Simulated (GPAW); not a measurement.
# GaP (F-43m) in GPAW: settings compared

One crystal, GaP, is run at these levels: TPSS, vdW-DF2; tasks: band structure.

Everything below comes from runs of GPAW 26.7.0. Logs are shortened: lines on timing, memory, paths and dates and some standing lists are left out, and cuts for length are marked. The log counts tension as positive stress, the text compression.

**Experimental background.**

“Stacking defects in GaP nanowires: Electronic structure and optical properties”, 2018, arxiv:1810.01194 quotes, for a bulk crystal of GaP at 10 K: band gap 2.34 eV (indirect).

The runs below are set against these values where they give the same quantity.

## 1. The crystal as given

The structure is cubic, space group F-43m (No. 216). The conventional cell has a = 5.451 Å, b = 5.451 Å, c = 5.451 Å, α = 90.00°, β = 90.00°, γ = 90.00°. Ga (site symmetry -43m) is surrounded by 4 P at 2.36 Å. Around P (site symmetry -43m) lie 4 Ga at 2.36 Å.

## 2. Band structure, TPSS, spin-orbit coupling, no magnetisation

run.py reads:

```python
import numpy as np
from ase import Atoms
from ase.dft.bandgap import bandgap
from ase.io import write
from ase.units import GPa
from gpaw import GPAW, PW
from gpaw.spinorbit import soc_eigenstates

atoms = Atoms(['Ga', 'P'],
              cell=[[0.0, 2.72525, 2.72525],
                    [2.72525, 0.0, 2.72525],
                    [2.72525, 2.72525, 0.0]],
              scaled_positions=[[0.0, 0.0, 0.0],
                                [0.75, 0.75, 0.75]],
              pbc=True)

calc = GPAW(mode=PW(600),
            xc='MGGA_X_TPSS+MGGA_C_TPSS',
            kpts={'size': (8, 8, 8), 'gamma': True},
            occupations={'name': 'fermi-dirac', 'width': 0.05},
            nbands=11,
            convergence={'density': 1e-05, 'energy': 1e-05},
            eigensolver='davidson',
            maxiter=150,
            txt='gpaw.txt')
atoms.calc = calc
energy = atoms.get_potential_energy()
forces = atoms.get_forces()
stress = atoms.get_stress()
calc.write('gs.gpw')
write('result.traj', atoms)
print(f'Energy: {energy:.6f} eV')
print('Forces (eV/A):')
print(forces.round(4))
print('Stress (GPa):', (stress / GPa).round(3))
print('Fermi level:', round(calc.get_fermi_level(), 4), 'eV')
print(f'Gap: {bandgap(calc)[0]:.4f} eV, direct: {bandgap(calc, direct=True)[0]:.4f} eV')

path = atoms.cell.bandpath('GXWKGLUWLK,UX', npoints=100, eps=1e-4)
bs_calc = calc.fixed_density(kpts=path, symmetry='off', nbands=21,
                             convergence={'bands': 'CBM+6.0', 'eigenstates': 1e-6}, txt='bands.txt')
bs = bs_calc.band_structure()
bs.write('bs.json')
print(f'Gap on the path: {bandgap(bs_calc)[0]:.4f} eV')

soc = soc_eigenstates(bs_calc, theta=0, phi=0, ignore_xc_potential=True)
np.savetxt('soc_bands.dat', soc.eigenvalues(), fmt='%.4f')
mesh = soc_eigenstates('gs.gpw', theta=0, phi=0, ignore_xc_potential=True)
np.savetxt('soc_mesh.dat', mesh.eigenvalues(), fmt='%.4f')
print('Fermi level with spin-orbit coupling:', round(mesh.fermi_level, 4), 'eV')
```

Potentials or basis: GPAW PAW data sets (gpaw-data 1.2.1), pw.

Launch:

```sh
$ OMP_NUM_THREADS=1 python run.py
```

gpaw.txt:

```text
__  _  _
 | _ |_)|_||  |
 |__||  | ||/\| - 26.7.0

Input parameters:
  mode=PW(ecut=600.0),
  convergence={'density': 1e-05, 'energy': 1e-05},
  eigensolver=Davidson(niter=2),
  kpts=MonkhorstPack(size=(8, 8, 8), gamma=True),
  maxiter=150,
  nbands=11,
  occupations=Occupations(name='fermi-dirac', width=0.05),
  xc=XC(name='MGGA_X_TPSS+MGGA_C_TPSS')

Diagonalizing LCAO Hamiltonian
Converting LCAO to pw mode

                    P

       Ga

Atoms  # Å, Bohr magnetons
|   | symbol |        x |        y |        z |    initial magnetic moments |
|---|--------|----------|----------|----------|-----------------------------|
| 0 |     Ga | 0.000000 | 0.000000 | 0.000000 | ( 0.0000,  0.0000,  0.0000) |
| 1 |      P | 4.087875 | 4.087875 | 4.087875 | ( 0.0000,  0.0000,  0.0000) |

Unit cell  # Å
| periodic |        x |        y |        z |  lengths |    angles |
|----------|----------|----------|----------|----------|-----------|
|      yes | 0.000000 | 2.725250 | 2.725250 | 3.854086 | 60.000000 |
|      yes | 2.725250 | 0.000000 | 2.725250 | 3.854086 | 60.000000 |
|      yes | 2.725250 | 2.725250 | 0.000000 | 3.854086 | 60.000000 |

Number of symmetries: 24
Symmetry operations  # r_c * U_cc + t_c -> r_c
|    | kind |            matrix            |
|----|------|------------------------------|
|  0 |  E   |  1, 0, 0,  0, 1, 0,  0, 0, 1 |
|  1 |  σ   |  1, 0, 0,  0, 0, 1,  0, 1, 0 |
|  2 |  σ   |  1, 0,-1,  0, 1,-1,  0, 0,-1 |
|  3 |  C3  |  1, 0,-1,  0, 0,-1,  0, 1,-1 |
|  4 |  C3  |  1,-1, 0,  0,-1, 1,  0,-1, 0 |
|  5 |  σ   |  1,-1, 0,  0,-1, 0,  0,-1, 1 |
|  6 |  σ   |  0, 1, 0,  1, 0, 0,  0, 0, 1 |
|  7 |  C3  |  0, 1, 0,  0, 0, 1,  1, 0, 0 |
|  8 |  C2  |  0, 1,-1,  1, 0,-1,  0, 0,-1 |
|  9 |  S4  |  0, 1,-1,  0, 0,-1,  1, 0,-1 |
| 10 |  C3  |  0, 0, 1,  1, 0, 0,  0, 1, 0 |
| 11 |  σ   |  0, 0, 1,  0, 1, 0,  1, 0, 0 |
| 12 |  S4  |  0, 0,-1,  1, 0,-1,  0, 1,-1 |
| 13 |  C3  |  0, 0,-1,  0, 1,-1,  1, 0,-1 |
| 14 |  S4  |  0,-1, 1,  1,-1, 0,  0,-1, 0 |
| 15 |  C2  |  0,-1, 1,  0,-1, 0,  1,-1, 0 |
| 16 |  C3  |  0,-1, 0,  1,-1, 0,  0,-1, 1 |
| 17 |  S4  |  0,-1, 0,  0,-1, 1,  1,-1, 0 |
| 18 |  S4  | -1, 1, 0, -1, 0, 1, -1, 0, 0 |
| 19 |  C3  | -1, 1, 0, -1, 0, 0, -1, 0, 1 |
| 20 |  C3  | -1, 0, 1, -1, 1, 0, -1, 0, 0 |
| 21 |  S4  | -1, 0, 1, -1, 0, 0, -1, 1, 0 |
| 22 |  σ   | -1, 0, 0, -1, 1, 0, -1, 0, 1 |
| 23 |  C2  | -1, 0, 0, -1, 0, 1, -1, 1, 0 |

BZ-sampling:
  Number of BZ points: 512
  Number of IBZ points: 29

  Monkhorst-Pack size: [8, 8, 8]
  Monkhorst-Pack shift: [0.0625, 0.0625, 0.0625]

K-points  # in reciprocal-cell coordinates
|     |                                coordinates |     weight |
|-----|--------------------------------------------|------------|
|   0 | (  0.00000000,   0.00000000,   0.00000000) | 0.00195312 |
|   1 | (  0.12500000,   0.12500000,   0.00000000) | 0.01171875 |
|   2 | (  0.12500000,   0.12500000,   0.12500000) | 0.01562500 |
|   3 | (  0.25000000,   0.12500000,   0.12500000) | 0.02343750 |
|   4 | (  0.25000000,   0.25000000,   0.00000000) | 0.01171875 |
|   5 | (  0.25000000,   0.25000000,   0.12500000) | 0.04687500 |
|   6 | (  0.25000000,   0.25000000,   0.25000000) | 0.01562500 |
|   7 | (  0.37500000,   0.25000000,  -0.37500000) | 0.04687500 |
|   8 | (  0.37500000,   0.25000000,   0.12500000) | 0.04687500 |
|   9 | (  0.37500000,   0.25000000,   0.25000000) | 0.04687500 |
| ... |                                            |            |
|  28 | (  0.50000000,   0.50000000,   0.50000000) | 0.00781250 |

Plane wave coefficients: 1365
Cutoff: 600.0 eV

Spin-components: 1 (collinear spins)
Bands:           11
Projectors:      10
Spin-degeneracy: 2
Datatype:        complex128

Parallelization:
  kpt:    1
  domain: 1
  band:   1

Density:
  Valence electrons: 8.0
  Components: 1
  Grid points: [24 24 24]
  Charge: 0.0  # |e|

Potential:
  Grid points: [24 24 24]

species:
  Ga:
    name:    Gallium
    Z:       31.0
    valence: 3
    core:    28
    charge:  0.0  # [|e|]
    compensation charges:
      type: gauss
      rc: 0.37  # [Å]
      lmax: 2
    cutoffs:
      filter: 2.06  # [Å]
      core: 4.17  # [Å]
    projectors
    | kind |    occ | energy [eV] | rcut [Å] |
    |------|--------|-------------|----------|
    |   4s |  2.000 |      -8.945 |    1.164 |
    |   4p |  1.000 |      -2.580 |    1.164 |
    |    s |        |      18.266 |    1.164 |
    |    p |        |      24.631 |    1.164 |
    |    d |        |       0.000 |    1.164 |

    Using partial waves for Ga as LCAO basis

  P:
    name:    Phosphorus
    Z:       15.0
    valence: 5
    core:    10
    charge:  0.0  # [|e|]
    compensation charges:
      type: gauss
      rc: 0.30  # [Å]
      lmax: 2
    cutoffs:
      filter: 1.69  # [Å]
      core: 1.81  # [Å]
    projectors
    | kind |    occ | energy [eV] | rcut [Å] |
    |------|--------|-------------|----------|
    |   3s |  2.000 |     -13.968 |    0.953 |
    |   3p |  3.000 |      -5.506 |    0.953 |
    |    s |        |      13.244 |    0.953 |
    |    p |        |      21.705 |    0.953 |
    |    d |        |       0.000 |    0.953 |

    Using partial waves for P as LCAO basis

Reference energy: -62187.585188  # eV

eigensolver:
  Davidson
  Converge bands: occupied
  niter=2

density mixing:
  MSR1-Mixer
  Pratt-step length: 0.05
  Maximum mixing coefficient: 0.75
  Old densities: 10
  SVD Regularization: 0.005
  Good broyden scale: 1.0
  Trust region scale: 1.0
  Backstep threshold: 4.0
  History deletion threshold: 6.0
  Fourier metric: weight=20.0, sigma=0.015

occupation numbers:
  Fermi-Dirac:
    width: 0.0500  # eV

poisson solver:
  ecut: 4800.0  # eV

xc functional:
  name: MGGA_X_TPSS+MGGA_C_TPSS with 2 nearest neighbor stencil

convergence criteria:
- Maximum integral of absolute [dens]ity change: 1e-05 electrons / valence electron
- Maximum [total energy] change in last 3 cyles: 1e-05 eV / valence electron
- Maximum integral of absolute [eigenst]ate change: 4e-08 eV^2 / valence electron
maximum number of iterations: 150

SCF iterations
|iter     | |      energy | eigst |  dens |
|---------|-|-------------|-------|-------|
|iter:   1| |   40.243358 | +2.70 |       |
|iter:   2| |  -21.183759 | +0.21 | -0.73 |
|iter:   3| |  -21.239461 | -1.68 | -0.79 |
|iter:   4| |  -21.166242 | -2.77 | -0.82 |
|iter:   5| |  -21.357748 | -1.10 | -0.88 |
|iter:   6| |  -21.935871 | -1.65 | -0.95 |
|iter:   7| |  -22.137091 | -2.49 | -0.70 |
|iter:   8| |  -21.622763 | -2.25 | -0.64 |
|iter:   9| |  -21.290555 | -2.13 | -0.76 |
|iter:  10| |  -21.238804 | -2.90 | -0.93 |
|iter:  11| |  -21.160121 | -2.73 | -1.00 |
|iter:  12| |  -21.056280 | -1.99 | -1.12 |
|iter:  13| |  -21.061102 | -2.91 | -1.88 |
|iter:  14| |  -21.061591 | -4.02 | -2.76 |
|iter:  15| |  -21.061608 | -5.17 | -3.44 |
|iter:  16| |  -21.061609c| -6.17 | -3.94 |
|iter:  17| |  -21.061609c| -7.16 | -4.43 |
|iter:  18| |  -21.061609c| -8.18c| -5.13c|

Converged in 18 steps
Energy contributions relative to reference atoms: (reference = -62187.585188)

Energy contributions:
  Kinetic:          21.656483
  Coulomb:         -18.827580
  Zero:              0.021275
  External:          0.000000
  Xc:              -23.911787
  Entropy:          -0.000000
  Spinorbit:         0.000000
  ----------------------------
  Free energy:     -21.061609
  Extrapolated:    -21.061609

dipole moment: (-10.828640, -10.828640, -10.828640)  # |e|*Ang

Fermi level: 5.744
Eigenvalues  # (at kpt = [0.000, 0.000, 0.000])
| band index |      eig [eV] | occ [0-2] |
|------------|---------------|-----------|
|          0 |        -7.758 |     2.000 |
|          1 |         4.911 |     2.000 |
|          2 |         4.911 |     2.000 |
|          3 |         4.911 |     2.000 |
|          4 |         6.963 |     0.000 |
|          5 |         8.995 |     0.000 |
|          6 |         8.995 |     0.000 |
|          7 |         8.995 |     0.000 |
|          8 |        13.853 |     0.000 |
|          9 |        14.833 |     0.000 |
|         10 |        14.833 |     0.000 |

Gap: 1.690 eV
Transition (v -> c):
  (s=0, k=0, n=3, [0.00, 0.00, 0.00]) -> (s=0, k=24, n=4, [0.50, 0.50, 0.00])
Direct/indirect transitions are different
Direct gap: 2.052 eV
Transition at: (s=0, k=0, n=3, [0.00, 0.00, 0.00])

Forces  # eV/Ang
|       x |        y |        z |
|---------|----------|----------|
| 0.00000 |  0.00000 | -0.00000 |  # Ga   0
| 0.00000 | -0.00000 |  0.00000 |  # P    1

Stress tensor  # eV/Ang^3
|         x |         y |         z |
|-----------|-----------|-----------|
| -0.024927 |  0.000000 |  0.000000 |
|  0.000000 | -0.024927 | -0.000000 |
|  0.000000 | -0.000000 | -0.024927 |

# Writing to gs.gpw (mode='')
```

Run time: 2.2 min. Hardware: 1 thread of Arm Neoverse V1, shared host; peak memory 0.33 GiB.

Results:

```yaml
Free_energy: -21.0616 eV
Pressure: 4.0 GPa
Band_gap_on_the_k_mesh: 1.66 eV, indirect (least direct gap 2.02 eV)
Band_gap_along_the_path: 1.63 eV, indirect (least direct gap 2.02 eV)
```

Levels at the corners of the path, in eV from the valence-band top:
| point | band 5 | band 6 | band 7 | band 8 | band 9 | band 10 | band 11 | band 12 |
| --- | --- | --- | --- | --- | --- | --- | --- | --- |
| Γ | 0.00 | 0.00 | 0.00 | 0.00 | 2.02 | 2.02 | 3.94 | 3.94 |
| X | -2.74 | -2.74 | -2.72 | -2.72 | 1.66 | 1.66 | 1.90 | 1.90 |
| W | -3.68 | -3.66 | -3.50 | -3.45 | 4.75 | 4.75 | 5.04 | 5.07 |
| K | -4.03 | -4.01 | -2.30 | -2.30 | 2.25 | 2.25 | 4.92 | 4.92 |
| Γ | 0.00 | 0.00 | 0.00 | 0.00 | 2.02 | 2.02 | 3.94 | 3.94 |
| L | -1.18 | -1.18 | -1.11 | -1.11 | 1.82 | 1.82 | 4.83 | 4.83 |
| U | -4.03 | -4.01 | -2.30 | -2.30 | 2.25 | 2.25 | 4.92 | 4.92 |
| W | -3.68 | -3.66 | -3.50 | -3.45 | 4.75 | 4.75 | 5.04 | 5.07 |
| L | -1.18 | -1.18 | -1.11 | -1.11 | 1.82 | 1.82 | 4.83 | 4.83 |
| K | -4.03 | -4.01 | -2.30 | -2.30 | 2.25 | 2.25 | 4.92 | 4.92 |
| U | -4.03 | -4.01 | -2.30 | -2.30 | 2.25 | 2.25 | 4.92 | 4.92 |
| X | -2.74 | -2.74 | -2.72 | -2.72 | 1.66 | 1.66 | 1.90 | 1.90 |

Caveat: spin-orbit coupling was added after a scalar SCF, so levels and gaps hold it while energy, forces, pressure and moments don't; this program's spin-orbit splittings come out too wide for heavy elements; the PAW data sets were made with another functional, which shifts forces and pressure a little.

## 3. Band structure, vdW-DF2, spin-orbit coupling, no magnetisation

Edit run.py of step 2 so:

```diff
@@ -4,3 +4,2 @@
 from ase.io import write
-from ase.units import GPa
 from gpaw import GPAW, PW
@@ -17,3 +16,3 @@
 calc = GPAW(mode=PW(600),
-            xc='MGGA_X_TPSS+MGGA_C_TPSS',
+            xc={'name': 'vdW-DF2', 'backend': 'libvdwxc'},
             kpts={'size': (8, 8, 8), 'gamma': True},
@@ -22,3 +21,2 @@
             convergence={'density': 1e-05, 'energy': 1e-05},
-            eigensolver='davidson',
             maxiter=150,
@@ -28,3 +26,2 @@
 forces = atoms.get_forces()
-stress = atoms.get_stress()
 calc.write('gs.gpw')
@@ -34,3 +31,2 @@
 print(forces.round(4))
-print('Stress (GPa):', (stress / GPa).round(3))
 print('Fermi level:', round(calc.get_fermi_level(), 4), 'eV')
@@ -38,3 +34,3 @@
 
-path = atoms.cell.bandpath('GXWKGLUWLK,UX', npoints=100, eps=1e-4)
+path = atoms.cell.bandpath('GXWKGLUWLK,UX', npoints=60, eps=1e-4)
 bs_calc = calc.fixed_density(kpts=path, symmetry='off', nbands=21,
@@ -45,5 +41,5 @@
 
-soc = soc_eigenstates(bs_calc, theta=0, phi=0, ignore_xc_potential=True)
+soc = soc_eigenstates(bs_calc, theta=54.7, phi=45)
 np.savetxt('soc_bands.dat', soc.eigenvalues(), fmt='%.4f')
-mesh = soc_eigenstates('gs.gpw', theta=0, phi=0, ignore_xc_potential=True)
+mesh = soc_eigenstates('gs.gpw', theta=54.7, phi=45)
 np.savetxt('soc_mesh.dat', mesh.eigenvalues(), fmt='%.4f')
```

Potentials or basis: GPAW PAW data sets (gpaw-data 1.2.1), pw.

Launch:

```sh
$ OMP_NUM_THREADS=1 python run.py
```

gpaw.txt:

```text
__  _  _
 | _ |_)|_||  |
 |__||  | ||/\| - 26.7.0

Input parameters:
  mode=PW(ecut=600.0),
  convergence={'density': 1e-05, 'energy': 1e-05},
  kpts=MonkhorstPack(size=(8, 8, 8), gamma=True),
  maxiter=150,
  nbands=11,
  occupations=Occupations(name='fermi-dirac', width=0.05),
  xc=XC(name='vdW-DF2', backend='libvdwxc')

Diagonalizing LCAO Hamiltonian
Converting LCAO to pw mode

                    P

       Ga

Atoms  # Å, Bohr magnetons
|   | symbol |        x |        y |        z |    initial magnetic moments |
|---|--------|----------|----------|----------|-----------------------------|
| 0 |     Ga | 0.000000 | 0.000000 | 0.000000 | ( 0.0000,  0.0000,  0.0000) |
| 1 |      P | 4.087875 | 4.087875 | 4.087875 | ( 0.0000,  0.0000,  0.0000) |

Unit cell  # Å
| periodic |        x |        y |        z |  lengths |    angles |
|----------|----------|----------|----------|----------|-----------|
|      yes | 0.000000 | 2.725250 | 2.725250 | 3.854086 | 60.000000 |
|      yes | 2.725250 | 0.000000 | 2.725250 | 3.854086 | 60.000000 |
|      yes | 2.725250 | 2.725250 | 0.000000 | 3.854086 | 60.000000 |

Number of symmetries: 24
Symmetry operations  # r_c * U_cc + t_c -> r_c
|    | kind |            matrix            |
|----|------|------------------------------|
|  0 |  E   |  1, 0, 0,  0, 1, 0,  0, 0, 1 |
|  1 |  σ   |  1, 0, 0,  0, 0, 1,  0, 1, 0 |
|  2 |  σ   |  1, 0,-1,  0, 1,-1,  0, 0,-1 |
|  3 |  C3  |  1, 0,-1,  0, 0,-1,  0, 1,-1 |
|  4 |  C3  |  1,-1, 0,  0,-1, 1,  0,-1, 0 |
|  5 |  σ   |  1,-1, 0,  0,-1, 0,  0,-1, 1 |
[... 146 lines left out ...]

convergence criteria:
- Maximum integral of absolute [dens]ity change: 1e-05 electrons / valence electron
- Maximum [total energy] change in last 3 cyles: 1e-05 eV / valence electron
- Maximum integral of absolute [eigenst]ate change: 4e-08 eV^2 / valence electron
maximum number of iterations: 150

SCF iterations
|iter     | |      energy | eigst |  dens |
|---------|-|-------------|-------|-------|
|iter:   1| | -101.712960 | -0.18 |       |
|iter:   2| | -101.658472 | -2.25 | -0.79 |
|iter:   3| | -101.400913 | -1.58 | -0.83 |
|iter:   4| | -101.400984 | -3.06 | -1.46 |
|iter:   5| | -101.402026 | -3.93 | -1.92 |
|iter:   6| | -101.402116 | -4.93 | -2.59 |
|iter:   7| | -101.402120 | -6.39 | -3.39 |
|iter:   8| | -101.402121c| -7.23 | -3.81 |
|iter:   9| | -101.402121c| -7.97c| -4.90 |
|iter:  10| | -101.402121c| -8.43c| -5.33c|

Converged in 10 steps
Energy contributions relative to reference atoms: (reference = -62187.585188)

Energy contributions:
  Kinetic:          34.370207
  Coulomb:         -30.426285
  Zero:              0.020071
  External:          0.000000
  Xc:             -105.366114
  Entropy:          -0.000000
  Spinorbit:         0.000000
  ----------------------------
  Free energy:    -101.402121
  Extrapolated:   -101.402121

dipole moment: (-10.937634, -10.937634, -10.937634)  # |e|*Ang

Fermi level: 5.823
Eigenvalues  # (at kpt = [0.000, 0.000, 0.000])
| band index |      eig [eV] | occ [0-2] |
|------------|---------------|-----------|
|          0 |        -7.458 |     2.000 |
|          1 |         4.971 |     2.000 |
|          2 |         4.971 |     2.000 |
|          3 |         4.971 |     2.000 |
|          4 |         6.754 |     0.000 |
|          5 |         9.013 |     0.000 |
|          6 |         9.013 |     0.000 |
|          7 |         9.013 |     0.000 |
|          8 |        13.952 |     0.000 |
|          9 |        14.864 |     0.000 |
|         10 |        14.864 |     0.000 |

Gap: 1.734 eV
Transition (v -> c):
  (s=0, k=0, n=3, [0.00, 0.00, 0.00]) -> (s=0, k=28, n=4, [0.50, 0.50, 0.50])
Direct/indirect transitions are different
Direct gap: 1.783 eV
Transition at: (s=0, k=0, n=3, [0.00, 0.00, 0.00])

Forces  # eV/Ang
|       x |        y |       z |
|---------|----------|---------|
| 0.00000 |  0.00000 | 0.00000 |  # Ga   0
| 0.00000 | -0.00000 | 0.00000 |  # P    1

# Writing to gs.gpw (mode='')
```

bands.txt:

```text
Diagonalizing LCAO Hamiltonian
Converting LCAO to pw mode
convergence criteria:
- Maximum integral of absolute [eigenst]ate change: 1e-06 eV^2 / valence electron
maximum number of iterations: 150

SCF iterations
|iter     | |      energy | eigst |  dens |
[... 65 lines left out ...]
         [0.42857143, 0.42857143, 0.64285714],
         [0.41071429, 0.41071429, 0.67857143],
         [0.39285714, 0.39285714, 0.71428571],
         [0.375     , 0.375     , 0.75      ],
         [0.625     , 0.25      , 0.625     ],
         [0.59375   , 0.1875    , 0.59375   ],
         [0.5625    , 0.125     , 0.5625    ],
         [0.53125   , 0.0625    , 0.53125   ],
         [0.5       , 0.        , 0.5       ]])),
  maxiter=150,
  nbands=21,
  occupations=Occupations(name='fermi-dirac', width=0.05),
  symmetry=Symmetry(point_group=False, time_reversal=False),
  xc=XC(name='vdW-DF2', backend='libvdwxc')
```

Run time: 27 s. Hardware: 1 thread of Arm Neoverse V1, shared host; peak memory 0.25 GiB.

What came out:

```
Free energy             : -101.4021 eV
Band gap on the k mesh  : 1.70 eV, indirect (least direct gap 1.75 eV)
Band gap along the path : 1.70 eV, indirect (least direct gap 1.75 eV)
```

Levels at the corners of the path, in eV from the valence-band top:
```
point  band 6  band 7  band 8  band 9  band 10  band 11
    Γ    0.00    0.00    0.00    1.75     1.75     3.89
    X   -2.64   -2.61   -2.61    1.82     1.82     1.94
    W   -3.49   -3.35   -3.30    4.82     4.83     4.86
    K   -3.83   -2.21   -2.21    2.32     2.33     4.88
    Γ    0.00    0.00    0.00    1.75     1.75     3.89
    L   -1.15   -1.08   -1.08    1.70     1.70     4.83
    U   -3.83   -2.21   -2.21    2.32     2.33     4.88
    W   -3.49   -3.35   -3.30    4.82     4.83     4.86
    L   -1.15   -1.08   -1.08    1.70     1.70     4.83
    K   -3.83   -2.21   -2.21    2.32     2.33     4.88
    U   -3.83   -2.21   -2.21    2.32     2.33     4.88
    X   -2.64   -2.61   -2.61    1.82     1.82     1.94
```

Caveat: spin-orbit coupling was added after a scalar SCF, so levels and gaps hold it while energy, forces, pressure and moments don't; this program's spin-orbit splittings come out too wide for heavy elements; the PAW data sets were made with another functional, which shifts forces and pressure a little.

## 4. Against experiment

Step 2. A measured gap of GaP is 2.34 eV (indirect; 10 K; quoted in “Stacking defects in GaP nanowires: Electronic structure and optical properties”, 2018, arxiv:1810.01194); the calculated 1.63 eV misses it by -0.71 eV. The value is that of TPSS, without temperature or zero-point motion.

Step 3. Against the measured gap of GaP, 2.34 eV (indirect; 10 K; quoted in “Stacking defects in GaP nanowires: Electronic structure and optical properties”, 2018, arxiv:1810.01194), the calculated 1.70 eV is off by -0.64 eV. The value is that of vdW-DF2, without temperature or zero-point motion.
